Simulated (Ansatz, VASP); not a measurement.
# Rb: VASP beside Ansatz

File INCAR:

```
PREC = Accurate
ENCUT = 520
EDIFF = 1E-7
ISMEAR = -1
SIGMA = 0.1
LREAL = F
LASPH = T
NELM = 60
ALGO = Normal
ISIF = 2
LWAVE = F
LCHARG = T
GGA = RE
LELF = T
LVHAR = T
NBANDS = 10
```

File KPOINTS:

```
regular mesh
0
Gamma
  8 8 8
```

Contents of POSCAR:

```
Rb
1.0
    4.6287233120      0.0000000000      0.0000000000
    0.0000000000      4.6287233120      0.0000000000
    0.0000000000      0.0000000000      4.6287233120
Rb
1
Direct
    0.0000000000      0.0000000000      0.0000000000
```

Input for Ansatz:

```yaml
crystal:
  lattice:
    - [4.628723312, 0.0, 0.0]
    - [0.0, 4.628723312, 0.0]
    - [0.0, 0.0, 4.628723312]
  atoms:
    - { symbol: Rb, position: [0.0, 0.0, 0.0] }
hamiltonian:
  xc: revpbe
  pseudopotentials:
    kind: paw
    azcp:
      Rb: "pseudopotentials/Rb.paw.azcp"
basis:
  ecutwfc: 420
  fft_grid_basis: typed
kpoints:
  mp_grid: { grid: [8, 8, 8], shift: [0, 0, 0] }
magnetization:
  spin_polarized: false
scf:
  occupations: { method: fermi_dirac, width: 0.1 }
  lower_state_search: "off"
output:
  stress: true
  write_density: true
  write_potential: true
  elf: true
  volumetric_format: npy
```

Alike in both runs: task single point; functional revPBE; k mesh 8 × 8 × 8; occupations fermi-dirac, width 0.1 eV; no spin polarisation.

|  | VASP | Ansatz |
| --- | --- | --- |
| version | VASP 6.6.1 | Ansatz 0.2.0 |
| potentials or method | VASP PAW PBE potentials, release 64 (Rb_sv) | plane waves (420 eV) with PAW, scalar-relativistic |
| plane-wave cutoff (eV) | 520 | 420 |
| valence electrons in the cell | 9 | 9 |

|  | VASP | Ansatz | Ansatz less VASP |
| --- | --- | --- | --- |
| pressure (GPa) | 0.2 | 0.2 | 0.00 |

Caveats: the PAW data sets were made with another functional, which shifts forces and pressure a little (VASP).
